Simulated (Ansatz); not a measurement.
# GaP (F-43m) in Ansatz: single point with PBEsol+D3(BJ)

Aim: the single point of GaP with PBEsol+D3(BJ).

Everything below comes from runs of Ansatz 0.2.0. Logs are shortened: lines on timing, memory, paths and dates and some standing lists are left out, and cuts for length are marked.

**The experiment to reproduce.**

“Stacking defects in GaP nanowires: Electronic structure and optical properties”, 2018, arxiv:1810.01194 quotes, for a bulk crystal of GaP at 10 K: band gap 2.34 eV (indirect).

The results are compared with them further down.

### Step 1. The crystal as given

It takes space group F-43m (No. 216, cubic). Conventional cell: a = 5.451 Å, b = 5.451 Å, c = 5.451 Å, α = 90.00°, β = 90.00°, γ = 90.00°. Ga (site symmetry -43m) is surrounded by 4 P at 2.36 Å. P (site symmetry -43m) is surrounded by 4 Ga at 2.36 Å.

### Step 2. Single point, PBEsol+D3(BJ), spin-orbit coupling, no magnetisation

Contents of input.yaml:

```yaml
crystal:
  lattice:
    - [0.0, 2.72525, 2.72525]
    - [2.72525, 0.0, 2.72525]
    - [2.72525, 2.72525, 0.0]
  atoms:
    - { symbol: Ga, position: [0.0, 0.0, 0.0] }
    - { symbol: P, position: [0.75, 0.75, 0.75] }
hamiltonian:
  xc: pbesol
  pseudopotentials: { kind: paw_fr }
  dispersion: d3bj
magnetization:
  noncollinear: true
  spin_orbit: true
kpoints:
  mp_grid: { grid: [6, 6, 6] }
scf:
  occupations: { method: fermi_dirac, width: 0.1 }
output:
  forces: true
  stress: true
  eigenvalues: true
```

Potentials or basis: Ansatz PAW.

The run is started by

```bash
ansatz run input.yaml --threads 2 --pin off --max-ram 5632MiB --backend cpu --events-out ev --progress --plain --runs-dir out
```

The program printed:

```text
Warning: RAYON_NUM_THREADS=2 ignored (pool sized by the plan → 2); use --threads N
Engine: ansatz 0.2.0, aarch64-unknown-linux-gnu
Pseudopotentials: kind: paw_fr
Pseudopotential: Ga, paw_fr, valence charge 13, recommended cutoff 420 eV (normal), Ga.paw.azcp#standard-fr
Pseudopotential: P, paw_fr, valence charge 5, recommended cutoff 420 eV (normal), P.paw.azcp#standard-fr
Functional definition: PBEsol
  exchange = pbesol_x
  correlation = pbesol_c
non-collinear run that drives no moment, with spin-orbit: no starting moment large enough to seed its density (crystal.atoms[].spin), no starting occupations that ask for one, no magnetisation constraint and no magnetic field, so the semilocal B_xc is pinned to zero
Crystal: 2 atoms, lattice volume = 40.481 Å³
Basis set: ecut = 420 eV, 749 PW (Γ), exchange–correlation on 54×54×54 points (8 copies of the dense FFT grid, shifted against one another)
Bands: 26, of which v1, the nominal top of the filled ones, is band 18 counted from 1 (17 counted from 0)
Symmetry: 24 space group operations + 24 with time reversal
Magnetic group: BNS 216.75 (UNI 1577), of the structure as read, at distance tolerance 3.4e-5 Å
k-points: 16 of 216 (time reversal used)
Projection manifold: j_resolved (fully-relativistic pseudo-atomic orbitals)
Non-local potential: Ga, projectors of the file, l = 0: 2, l = 1: 4, l = 2: 6, l = 3: 2
Non-local potential: P, projectors of the file, l = 0: 2, l = 1: 4, l = 2: 4
PAW form: soft (Blöchl's): semilocal exchange-correlation on the pseudo side does not see the compensation charge
PAW frozen core: Ga, regenerated for the run's functional, and the local potential with it (the file was generated under x = pbe(κ = 0.804, μ = 0.2195149727645171), c = pbe(β = 0.06672455060314922))
PAW frozen core: P, regenerated for the run's functional, and the local potential with it (the file was generated under x = pbe(κ = 0.804, μ = 0.2195149727645171), c = pbe(β = 0.06672455060314922))
PAW one-centre angular grid: Ga, 590 points (default); XC on 64 Gauss nodes
PAW one-centre angular grid: P, 110 points (default); XC on 64 Gauss nodes
Initial density: superposition of atomic densities (chi_scale 0.1, normalization cell, long waves kept (reshape's long-wave potential 0.00 eV rms))
Initial wavefunctions: pseudopotential atomic-orbital guess
Functional: x = pbesol(κ = 0.804, μ = 0.12345679012345678), c = pbesol(β = 0.046)
SCF iter   1: F=—  HF=-4484.848409 eV  |F-HF|=—  |Δ(HF+E_count)|=         —  Δρ=4.12e-2  dr2=6.07e-1  dr2_m=0.00e0 (ungated)  ethr=3.10e-3  |M|=0.00e0 ∫|m|=0.00e0 μB  |m|>n=0.0e0 m-floor=0.0e0 τ_xc=0.0e0  β_m=0.30  ⟨swp⟩=8.6  Hψ=2589  notcnv=0
preconditioner: auto → none  [insulator: Δε(μ)=1.831 eV  Ē_g=15.281 eV  σ=0.100 eV  W_gap=1.00  n_scr=14 (ndim 8)  ℏωp=24.8 eV  f_vac=0.000  D(μ)=0.00/eV (n_scr^D=0)  ε∞_Penn≈3.6]
SCF iter   2: F=—  HF=-4484.724569 eV  |F-HF|=—  |Δ(HF+E_count)|=   1.24e-1  Δρ=2.66e-2  dr2=2.00e-1  dr2_m=0.00e0 (ungated)  ethr=3.10e-3  |M|=0.00e0 ∫|m|=0.00e0 μB  |m|>n=0.0e0 m-floor=0.0e0 τ_xc=0.0e0  β_m=0.48  ⟨swp⟩=2.0  Hψ=645  notcnv=0  defer=30
SCF iter   3: F=—  HF=-4484.682588 eV  |F-HF|=—  |Δ(HF+E_count)|=   4.20e-2  Δρ=6.13e-3  dr2=8.07e-3  dr2_m=0.00e0 (ungated)  ethr=1.11e-3  |M|=0.00e0 ∫|m|=0.00e0 μB  |m|>n=0.0e0 m-floor=0.0e0 τ_xc=0.0e0  β_m=0.54  ⟨swp⟩=2.4  Hψ=574  notcnv=0  defer=30
SCF iter   4: F=—  HF=-4484.681804 eV  |F-HF|=—  |Δ(HF+E_count)|=   7.84e-4  Δρ=1.16e-3  dr2=1.69e-4  dr2_m=0.00e0 (ungated)  ethr=4.48e-5  |M|=0.00e0 ∫|m|=0.00e0 μB  |m|>n=0.0e0 m-floor=0.0e0 τ_xc=0.0e0  β_m=0.56  ⟨swp⟩=2.8  Hψ=679  notcnv=0  defer=30
SCF iter   5: F=—  HF=-4484.681800 eV  |F-HF|=—  |Δ(HF+E_count)|=   3.91e-6  Δρ=2.57e-4  dr2=1.61e-5  dr2_m=0.00e0 (ungated)  ethr=9.41e-7  |M|=0.00e0 ∫|m|=0.00e0 μB  |m|>n=0.0e0 m-floor=0.0e0 τ_xc=0.0e0  β_m=0.58  ⟨swp⟩=2.0  Hψ=598  notcnv=0  defer=30
SCF iter   6: F=—  HF=-4484.681800 eV  |F-HF|=—  |Δ(HF+E_count)|=   5.55e-7  Δρ=7.31e-5  dr2=9.81e-7  dr2_m=0.00e0 (ungated)  ethr=8.95e-8  |M|=0.00e0 ∫|m|=0.00e0 μB  |m|>n=0.0e0 m-floor=0.0e0 τ_xc=0.0e0  β_m=0.74  ⟨swp⟩=2.0  Hψ=732  notcnv=0  defer=30
SCF iter   7: F=-4484.681801 eV  HF=-4484.681801 eV  |F-HF|=5.18e-8  |Δ(HF+E_count)|=   3.56e-7  Δρ=9.83e-6  dr2=4.71e-8  dr2_m=0.00e0 (ungated)  ethr=5.56e-10  |M|=0.00e0 ∫|m|=0.00e0 μB  |m|>n=0.0e0 m-floor=0.0e0 τ_xc=0.0e0  ⟨swp⟩=10.4  Hψ=2052  notcnv=0
SCF 1 converged in 7 iterations: F = -4484.681801 eV  dr2 = 4.71e-8
SCF converged after 7 iterations
Magnetization: |M| = 0.0000 μB,  M = (+0.0000, +0.0000, +0.0000) μB
Absolute magnetization: 0.0000 μB (∫|m|)
  site 0: m = (+0.0000, +0.0000, +0.0000) μB, |m| = 0.0000 μB  (R = 0.97 Å)
  site 1: m = (+0.0000, +0.0000, +0.0000) μB, |m| = 0.0000 μB  (R = 0.97 Å)
Free energy (F): -4484.681801 eV
Harris-Foulkes:  -4484.681801 eV  (|F-HF|=5.18e-8)
Internal energy: -4484.681752 eV  (E = F + TS)
E sigma→0 (E₀):  -4484.681776 eV
Entropy (-TS):   -0.000048 eV (-0.024 meV/atom)
Fermi energy:    7.717912 eV
--- Per-component energies (eV) ---
  E_band       = -60.256528
  E_kinetic    = 186.164510
  E_local      = -2201.801721  (includes V_loc(G=0)·N_el)
  E_nonlocal   = 460.258886
  E_hartree    = 1016.642546
  E_xc         = -129.654573
  E_vxc        = -118.989863  (∫ρ·V_xc dr)
  E_paw        = -2503.995640  (= ΣΔE_a)
  E_vpaw       = -419.179759  (= ΣTr[D̂ρ^β])
  E_aug_tail   = -0.000107  (compensation charges beyond the density's cutoff)
  E_ewald      = -1312.644944
  E_disp       = -0.562765  (pairwise vdW)
  E_core_change = 0.912056  (= ΣΔE_core)
  E_smearing   = -0.000048  (= −TS)
  E_closure    = 0.000000  (closes the sum)
  Σ components = -4484.681801   (vs F -4484.681801, Δ=0.00e0)
--- Forces (eV/Å), atoms counted from 1 ---
  atom   1  Ga    -0.00000000     0.00000000    -0.00000000
  atom   2  P      0.00000000     0.00000000     0.00000000
  max |Σ_I F_I| component: 1.02e-16 eV/Å
--- Stress (GPa, compression-positive) ---
       -2.750728       0.000000       0.000000
        0.000000      -2.750728       0.000000
        0.000000       0.000000      -2.750728
  P = ⅓ Tr σ = -2.7507 GPa (-27.507 kbar)
--- Band table (eV; the first three rows and the last of 16) ---
  k-point 0: bands = ["-7.7966", "-7.7966", "-7.7966", "-7.7966", "-7.3781", "-7.3781", "-7.3111", "-7.3111", "-7.3111", "-7.3111", "-5.5198", "-5.5198", "6.9441", "6.9441", "7.0296", "7.0296", "7.0296", "7.0296", "8.7439", "8.7439", "10.7017", "10.7017", "10.8698", "10.8698", "10.8698", "10.8698"]
  k-point 1: bands = ["-7.8015", "-7.8015", "-7.7975", "-7.7916", "-7.3806", "-7.3806", "-7.3192", "-7.3192", "-7.3083", "-7.3017", "-5.1616", "-5.1616", "4.5832", "4.5832", "6.5930", "6.5930", "6.6533", "6.6575", "9.3348", "9.3348", "11.3116", "11.3116", "11.4183", "11.4203", "11.9437", "11.9437"]
  k-point 2: bands = ["-7.8126", "-7.8126", "-7.7939", "-7.7882", "-7.3811", "-7.3811", "-7.3324", "-7.3324", "-7.2953", "-7.2888", "-4.2068", "-4.2068", "1.7460", "1.7460", "6.0494", "6.0494", "6.1161", "6.1197", "8.8088", "8.8088", "11.6974", "11.6974", "11.7733", "11.7754", "14.4736", "14.4736"]
  k-point 15: bands = ["-7.8582", "-7.8151", "-7.7699", "-7.7617", "-7.4308", "-7.3500", "-7.3172", "-7.3087", "-7.3003", "-7.2858", "-2.4520", "-2.4487", "0.3415", "0.3507", "3.5661", "3.5831", "3.6642", "3.7089", "10.3481", "10.3751", "10.5608", "10.5742", "14.4246", "14.4607", "14.4843", "14.5157"]
```

Wall time 2.5 s (2 threads of Arm Neoverse V1, shared host); peak memory 0.39 GiB.

What came out:

```
Free energy            : -4484.6818 eV
Pressure               : -2.8 GPa
Band gap on the k mesh : 1.48 eV, indirect (least direct gap 1.71 eV)
```

Caveat: the PAW data sets come from PBE, with cores solved anew for the run's functional, which leaves a small shift of forces and pressure.

### Step 3. Against experiment

Step 2. A measured gap of GaP is 2.34 eV (indirect; 10 K; quoted in “Stacking defects in GaP nanowires: Electronic structure and optical properties”, 2018, arxiv:1810.01194); the calculated 1.48 eV misses it by -0.86 eV. The value is that of PBEsol+D3(BJ) on a finite k mesh, which can miss the band edges, without temperature or zero-point motion. Semilocal functionals fall short of measured gaps as a rule.
